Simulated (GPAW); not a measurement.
# PtS2 (P-3m1) in GPAW: settings compared

One crystal, PtS2, is run at these levels: PBEsol+D3(BJ)+ATM, PBEsol+D4; tasks: relaxation of cell and atoms.

Program: GPAW 26.7.0. These are calculated values, not measurements. Logs are shortened: lines on timing, memory, paths and dates and some standing lists are left out, and cuts for length are marked. The log counts tension as positive stress, the text compression.

**1. Starting point**

Symmetry: P-3m1, No. 164, trigonal system. Conventional cell: a = 3.543 Å, b = 3.543 Å, c = 5.039 Å, α = 90.00°, β = 90.00°, γ = 120.00°. Pt (site symmetry -3m) is surrounded by 6 S at 2.34 Å. S (site symmetry 3m) has 3 Pt at 2.34 Å as nearest neighbours.

**2. Relaxation of cell and atoms, PBEsol+D3(BJ)+ATM**

run.py

```python
from ase import Atoms
from ase.calculators.mixing import SumCalculator
from ase.filters import FrechetCellFilter
from ase.io import write
from ase.optimize import BFGS
from dftd3.ase import DFTD3
from gpaw import GPAW, PW, setup_paths

setup_paths.insert(0, '.')

atoms = Atoms(['Pt', 'S', 'S'],
              cell=[[3.5432, 0.0, 0.0],
                    [-1.7716, 3.0685012107, 0.0],
                    [0.0, 0.0, 5.0388]],
              scaled_positions=[[0.0, 0.0, 0.0],
                                [0.6666666667, 0.3333333333, 0.773],
                                [0.3333333333, 0.6666666667, 0.227]],
              pbc=True)

calc = GPAW(mode=PW(600),
            xc='PBEsol',
            kpts={'size': (6, 6, 4), 'gamma': True},
            occupations={'name': 'fermi-dirac', 'width': 0.05},
            nbands=26,
            convergence={'density': 1e-05, 'forces': 0.0001},
            maxiter=150,
            txt='gpaw.txt')
atoms.calc = SumCalculator([calc, DFTD3(damping='d3bj', params_tweaks=dict(method='pbesol', atm=True))])
opt = BFGS(FrechetCellFilter(atoms), trajectory='relax.traj', logfile='-')
done = opt.run(fmax=0.02, steps=60)
calc.write('gs.gpw')
write('result.traj', atoms)
print('Converged:', done)
print('Cell:', atoms.cell.cellpar().round(4))
print('Volume:', round(atoms.get_volume(), 4))
print(atoms.get_scaled_positions().round(5))
```

Potentials or basis: PAW data sets generated in the run's folder for this functional, pw.

Started as:

```sh
> gpaw-setup -f PBEsol Pt S
> OMP_NUM_THREADS=1 python run.py
```

gpaw.txt:

```text
__  _  _
 | _ |_)|_||  |
 |__||  | ||/\| - 26.7.0

Input parameters:
  mode=PW(ecut=600.0),
  convergence={'density': 1e-05, 'forces': 0.0001},
  kpts=MonkhorstPack(size=(6, 6, 4), gamma=True),
  maxiter=150,
  nbands=26,
  occupations=Occupations(name='fermi-dirac', width=0.05),
  xc=XC(name='PBEsol')

Diagonalizing LCAO Hamiltonian
Converting LCAO to pw mode

            S

         S

       Pt

Atoms  # Å, Bohr magnetons
|   | symbol |         x |        y |        z |    initial magnetic moments |
|---|--------|-----------|----------|----------|-----------------------------|
| 0 |     Pt |  0.000000 | 0.000000 | 0.000000 | ( 0.0000,  0.0000,  0.0000) |
| 1 |      S |  1.771600 | 1.022834 | 3.894992 | ( 0.0000,  0.0000,  0.0000) |
| 2 |      S | -0.000000 | 2.045667 | 1.143808 | ( 0.0000,  0.0000,  0.0000) |

Unit cell  # Å
| periodic |         x |        y |        z |  lengths |     angles |
|----------|-----------|----------|----------|----------|------------|
|      yes |  3.543200 | 0.000000 | 0.000000 | 3.543200 |  90.000000 |
|      yes | -1.771600 | 3.068501 | 0.000000 | 3.543200 |  90.000000 |
|      yes |  0.000000 | 0.000000 | 5.038800 | 5.038800 | 120.000000 |

Number of symmetries: 12
Symmetry operations  # r_c * U_cc + t_c -> r_c
|    | kind |            matrix            |
|----|------|------------------------------|
|  0 |  σ   |  1, 1, 0,  0,-1, 0,  0, 0, 1 |
|  1 |  S6  |  1, 1, 0, -1, 0, 0,  0, 0,-1 |
|  2 |  E   |  1, 0, 0,  0, 1, 0,  0, 0, 1 |
|  3 |  C2  |  1, 0, 0, -1,-1, 0,  0, 0,-1 |
|  4 |  C2  |  0, 1, 0,  1, 0, 0,  0, 0,-1 |
|  5 |  C3  |  0, 1, 0, -1,-1, 0,  0, 0, 1 |
|  6 |  S6  |  0,-1, 0,  1, 1, 0,  0, 0,-1 |
|  7 |  σ   |  0,-1, 0, -1, 0, 0,  0, 0, 1 |
|  8 |  σ   | -1, 0, 0,  1, 1, 0,  0, 0, 1 |
[... 222 lines left out ...]
       Pt

Atoms  # Å, Bohr magnetons
|   | symbol |         x |        y |         z |    initial magnetic moments |
|---|--------|-----------|----------|-----------|-----------------------------|
| 0 |     Pt | -0.000000 | 0.000000 | -0.000000 | ( 0.0000,  0.0000,  0.0000) |
| 1 |      S |  1.775413 | 1.025035 |  3.887566 | ( 0.0000,  0.0000,  0.0000) |
| 2 |      S | -0.000000 | 2.050071 |  1.159864 | ( 0.0000,  0.0000,  0.0000) |

Unit cell  # Å
| periodic |         x |         y |         z |  lengths |     angles |
|----------|-----------|-----------|-----------|----------|------------|
|      yes |  3.550827 |  0.000000 |  0.000000 | 3.550827 |  90.000000 |
|      yes | -1.775413 |  3.075106 | -0.000000 | 3.550827 |  90.000000 |
|      yes |  0.000000 | -0.000000 |  5.047430 | 5.047430 | 120.000000 |
[... 151 lines left out ...]
SCF iterations
|iter     | |      energy | eigst |  dens |force |
|---------|-|-------------|-------|-------|------|
|iter:   1| |  -17.370502 | -1.37 |       |      |
|iter:   2| |  -17.324010 | -3.74 | -1.61 |      |
|iter:   3| |  -17.208191 | -2.54 | -1.70 |      |
|iter:   4| |  -17.205993 | -3.93 | -2.47 |      |
|iter:   5| |  -17.205962c| -5.65 | -2.93 |      |
|iter:   6| |  -17.205973c| -5.75 | -3.18 |      |
|iter:   7| |  -17.205974c| -6.77 | -3.79 |      |
|iter:   8| |  -17.205975c| -7.95c| -4.54 |      |
|iter:   9| |  -17.205975c| -8.30c| -5.16c|      |
|iter:  10| |  -17.205975c| -8.89c| -5.77c|-3.96 |
|iter:  11| |  -17.205975c| -9.45c| -6.55c|-6.04c|

Converged in 11 steps
Energy contributions relative to reference atoms: (reference = -521915.989661)

Energy contributions:
  Kinetic:           4.639613
  Coulomb:          -6.457195
  Zero:             -0.344208
  External:          0.000000
  Xc:              -15.044173
  Entropy:          -0.000022
  Spinorbit:         0.000000
  ----------------------------
  Free energy:     -17.205985
  Extrapolated:    -17.205975
[... 471 lines left out ...]
SCF iterations
|iter     | |      energy | eigst |  dens |force |
|---------|-|-------------|-------|-------|------|
|iter:   1| |  -17.312544 | -1.73 |       |      |
|iter:   2| |  -17.290058 | -4.16 | -1.78 |      |
|iter:   3| |  -17.241847 | -3.06 | -1.86 |      |
|iter:   4| |  -17.240311 | -4.21 | -2.58 |      |
|iter:   5| |  -17.240239c| -5.69 | -3.09 |      |
|iter:   6| |  -17.240237c| -5.91 | -3.36 |      |
|iter:   7| |  -17.240238c| -7.50c| -4.13 |      |
|iter:   8| |  -17.240238c| -7.42c| -4.57 |      |
|iter:   9| |  -17.240238c| -7.97c| -5.37c|      |
|iter:  10| |  -17.240238c| -8.45c| -5.85c|-3.81 |
|iter:  11| |  -17.240238c| -8.96c| -6.44c|-4.53c|

Converged in 11 steps
Energy contributions relative to reference atoms: (reference = -521915.989661)

Energy contributions:
  Kinetic:          -0.945880
  Coulomb:          -1.851945
  Zero:             -0.323978
  External:          0.000000
  Xc:              -14.118403
  Entropy:          -0.000061
  Spinorbit:         0.000000
  ----------------------------
  Free energy:     -17.240268
  Extrapolated:    -17.240238
[... 55 lines left out ...]
       Pt

Atoms  # Å, Bohr magnetons
|   | symbol |         x |        y |        z |    initial magnetic moments |
|---|--------|-----------|----------|----------|-----------------------------|
| 0 |     Pt | -0.000000 | 0.000000 | 0.000000 | ( 0.0000,  0.0000,  0.0000) |
| 1 |      S |  1.768730 | 1.021177 | 3.788599 | ( 0.0000,  0.0000,  0.0000) |
| 2 |      S | -0.000000 | 2.042353 | 1.228935 | ( 0.0000,  0.0000,  0.0000) |

Unit cell  # Å
| periodic |         x |         y |         z |  lengths |     angles |
|----------|-----------|-----------|-----------|----------|------------|
|      yes |  3.537459 |  0.000000 |  0.000000 | 3.537459 |  90.000000 |
|      yes | -1.768730 |  3.063530 | -0.000000 | 3.537459 |  90.000000 |
|      yes |  0.000000 | -0.000000 |  5.017534 | 5.017534 | 120.000000 |
[... 235 lines left out ...]
       Pt

Atoms  # Å, Bohr magnetons
|   | symbol |         x |        y |        z |    initial magnetic moments |
|---|--------|-----------|----------|----------|-----------------------------|
| 0 |     Pt | -0.000000 | 0.000000 | 0.000000 | ( 0.0000,  0.0000,  0.0000) |
| 1 |      S |  1.758426 | 1.015228 | 3.733441 | ( 0.0000,  0.0000,  0.0000) |
| 2 |      S | -0.000000 | 2.030455 | 1.242529 | ( 0.0000,  0.0000,  0.0000) |

Unit cell  # Å
| periodic |         x |         y |         z |  lengths |     angles |
|----------|-----------|-----------|-----------|----------|------------|
|      yes |  3.516851 |  0.000000 |  0.000000 | 3.516851 |  90.000000 |
|      yes | -1.758426 |  3.045683 | -0.000000 | 3.516851 |  90.000000 |
|      yes |  0.000000 | -0.000000 |  4.975969 | 4.975969 | 120.000000 |
[... 235 lines left out ...]
       Pt

Atoms  # Å, Bohr magnetons
|   | symbol |         x |        y |        z |    initial magnetic moments |
|---|--------|-----------|----------|----------|-----------------------------|
| 0 |     Pt | -0.000000 | 0.000000 | 0.000000 | ( 0.0000,  0.0000,  0.0000) |
| 1 |      S |  1.750688 | 1.010760 | 3.689505 | ( 0.0000,  0.0000,  0.0000) |
| 2 |      S | -0.000000 | 2.021521 | 1.243908 | ( 0.0000,  0.0000,  0.0000) |

Unit cell  # Å
| periodic |         x |         y |         z |  lengths |     angles |
|----------|-----------|-----------|-----------|----------|------------|
|      yes |  3.501377 |  0.000000 |  0.000000 | 3.501377 |  90.000000 |
|      yes | -1.750688 |  3.032281 | -0.000000 | 3.501377 |  90.000000 |
|      yes |  0.000000 | -0.000000 |  4.933413 | 4.933413 | 120.000000 |
[... 235 lines left out ...]
       Pt

Atoms  # Å, Bohr magnetons
|   | symbol |         x |        y |        z |    initial magnetic moments |
|---|--------|-----------|----------|----------|-----------------------------|
| 0 |     Pt | -0.000000 | 0.000000 | 0.000000 | ( 0.0000,  0.0000,  0.0000) |
| 1 |      S |  1.748406 | 1.009442 | 3.662614 | ( 0.0000,  0.0000,  0.0000) |
| 2 |      S | -0.000000 | 2.018885 | 1.238321 | ( 0.0000,  0.0000,  0.0000) |

Unit cell  # Å
| periodic |         x |         y |         z |  lengths |     angles |
|----------|-----------|-----------|-----------|----------|------------|
|      yes |  3.496811 |  0.000000 |  0.000000 | 3.496811 |  90.000000 |
|      yes | -1.748406 |  3.028327 | -0.000000 | 3.496811 |  90.000000 |
|      yes |  0.000000 | -0.000000 |  4.900935 | 4.900935 | 120.000000 |
[... 942 lines left out ...]
|          9 |         5.057 |     2.000 |
|         10 |         7.020 |     2.000 |
[... 8 lines left out ...]
|         19 |        16.736 |     0.000 |
|         20 |        21.778 |     0.000 |
|        ... |               |           |
|         25 |        22.733 |     0.000 |

No gap
No difference between direct/indirect transitions

Stress tensor  # eV/Ang^3
|         x |         y |         z |
|-----------|-----------|-----------|
| -0.051434 |  0.000000 |  0.000000 |
|  0.000000 | -0.051434 | -0.000000 |
|  0.000000 | -0.000000 | -0.037655 |
[... 180 lines left out ...]
SCF iterations
|iter     | |      energy | eigst |  dens |force |
|---------|-|-------------|-------|-------|------|
|iter:   1| |  -17.317995 | -0.94 |       |      |
|iter:   2| |  -17.283349 | -3.52 | -1.65 |      |
|iter:   3| |  -17.195753 | -2.77 | -1.72 |      |
|iter:   4| |  -17.193058 | -3.97 | -2.32 |      |
|iter:   5| |  -17.192712c| -5.24 | -2.65 |      |
|iter:   6| |  -17.192693c| -5.59 | -2.94 |      |
|iter:   7| |  -17.192693c| -7.27 | -3.80 |      |
|iter:   8| |  -17.192695c| -8.01c| -4.15 |      |
|iter:   9| |  -17.192695c| -8.81c| -5.39c|      |
|iter:  10| |  -17.192695c| -9.64c| -5.97c|-3.69 |
|iter:  11| |  -17.192695c|-10.11c| -6.63c|-5.05c|

Converged in 11 steps
Energy contributions relative to reference atoms: (reference = -521915.989661)

Energy contributions:
  Kinetic:           5.318736
  Coulomb:          -6.309064
  Zero:             -0.341310
  External:          0.000000
  Xc:              -15.857812
  Entropy:          -0.006489
  Spinorbit:         0.000000
  ----------------------------
  Free energy:     -17.195940
  Extrapolated:    -17.192695
[... 13 lines left out ...]
|          9 |         5.102 |     2.000 |
|         10 |         7.057 |     2.000 |
[... 8 lines left out ...]
|         19 |        16.673 |     0.000 |
|         20 |        21.634 |     0.000 |
|        ... |               |           |
|         25 |        22.741 |     0.000 |

No gap
No difference between direct/indirect transitions

Stress tensor  # eV/Ang^3
|         x |         y |         z |
|-----------|-----------|-----------|
| -0.035859 |  0.000000 |  0.000000 |
|  0.000000 | -0.035859 | -0.000000 |
|  0.000000 | -0.000000 | -0.034189 |
[... 221 lines left out ...]
|          9 |         5.017 |     2.000 |
|         10 |         6.906 |     2.000 |
[... 8 lines left out ...]
|         19 |        16.532 |     0.000 |
|         20 |        21.458 |     0.000 |
|        ... |               |           |
|         25 |        22.524 |     0.000 |

No gap
No difference between direct/indirect transitions

Stress tensor  # eV/Ang^3
|         x |         y |         z |
|-----------|-----------|-----------|
| -0.021521 |  0.000000 |  0.000000 |
|  0.000000 | -0.021521 | -0.000000 |
|  0.000000 | -0.000000 | -0.023338 |
[... 180 lines left out ...]
SCF iterations
|iter     | |      energy | eigst |  dens |force |
|---------|-|-------------|-------|-------|------|
|iter:   1| |  -17.249949 | -1.97 |       |      |
|iter:   2| |  -17.236758 | -4.42 | -1.88 |      |
|iter:   3| |  -17.207259 | -3.32 | -1.97 |      |
|iter:   4| |  -17.206205 | -4.41 | -2.64 |      |
|iter:   5| |  -17.206080c| -5.79 | -3.14 |      |
|iter:   6| |  -17.206083c| -6.04 | -3.43 |      |
|iter:   7| |  -17.206082c| -7.61c| -4.21 |      |
|iter:   8| |  -17.206084c| -8.22c| -4.61 |      |
|iter:   9| |  -17.206084c| -8.80c| -5.38c|      |
|iter:  10| |  -17.206084c| -9.09c| -5.88c|-3.94 |
|iter:  11| |  -17.206084c| -9.70c| -6.66c|-5.02c|

Converged in 11 steps
Energy contributions relative to reference atoms: (reference = -521915.989661)

Energy contributions:
  Kinetic:           2.503172
  Coulomb:          -3.985912
  Zero:             -0.331631
  External:          0.000000
  Xc:              -15.388184
  Entropy:          -0.007058
  Spinorbit:         0.000000
  ----------------------------
  Free energy:     -17.209613
  Extrapolated:    -17.206084
[... 13 lines left out ...]
|          9 |         5.060 |     2.000 |
|         10 |         6.922 |     2.000 |
[... 8 lines left out ...]
|         19 |        16.566 |     0.000 |
|         20 |        21.505 |     0.000 |
|        ... |               |           |
|         25 |        22.562 |     0.000 |

No gap
No difference between direct/indirect transitions

Stress tensor  # eV/Ang^3
|         x |         y |         z |
|-----------|-----------|-----------|
| -0.020611 |  0.000000 |  0.000000 |
|  0.000000 | -0.020611 | -0.000000 |
|  0.000000 | -0.000000 | -0.021421 |

Forces  # eV/Ang
|        x |        y |        z |
|----------|----------|----------|
| -0.00000 |  0.00000 |  0.00000 |  # Pt   0
|  0.00000 | -0.00000 |  0.00283 |  # S    1
| -0.00000 |  0.00000 | -0.00283 |  # S    2

# Writing to gs.gpw (mode='')
```

It took 4.6 min on 1 thread of Arm Neoverse V2, shared host; peak memory 0.31 GiB.

Results:

```yaml
Free_energy: -18.3084 eV
Relaxed_volume: 16.30 Å³/atom
Relaxed_cell: a = 3.565 Å, b = 3.565 Å, c = 4.445 Å, α = 90.00°, β = 90.00°, γ = 120.00°
Space_group_after_relaxing_to_0.05_Å: P-3m1 (No. 164)
Energy_gained_by_relaxing: 50.3 meV/atom
Ionic_steps: 14
Pressure_after_relaxing: 0.0 GPa
Band_gap_on_the_k_mesh: none (metal or under the smearing width)
Dispersion_energy_per_atom: -0.366 eV
```

Stress tensor (GPa, compression positive):
```
-0.02  0.00  0.00
 0.00 -0.02  0.00
 0.00  0.00  0.07
```

Step by step:
```
step  energy change (eV)  largest force (eV/Å)  pressure (GPa)  volume (Å³)
   1              0.0000                0.9851            3.69        54.78
   2             -0.0293                0.6985            1.50        55.11
   3             -0.0552                0.1915           -2.07        55.54
   4             -0.0594                0.1100           -2.43        55.41
   5             -0.0754                0.1245           -2.71        54.38
   6             -0.0843                0.1688           -1.75        53.30
   7             -0.0901                0.0911           -0.21        52.38
   8             -0.0941                0.0076            0.83        51.90
   9             -0.1016                0.1535            2.13        51.20
  10             -0.1157                0.3232            3.54        50.02
  11             -0.1339                0.3929            4.12        48.52
  12             -0.1451                0.2712            2.28        48.55
  13             -0.1507                0.0744            0.22        49.01
  14             -0.1510                0.0010            0.01        48.91
```

Final structure:
```
CELL_PARAMETERS angstrom
3.56457 0.00000 0.00000
-1.78228 3.08701 0.00000
0.00000 0.00000 4.44472
ATOMIC_POSITIONS crystal
Pt 0.00000 0.00000 0.00000
S 0.66667 0.33333 0.73241
S 0.33333 0.66667 0.26759
```

Caveat: later steps reuse the first step's grids; pairwise dispersion overbinds metals, which lowers pressure and volume.

(Continued in part 2 of 2.)
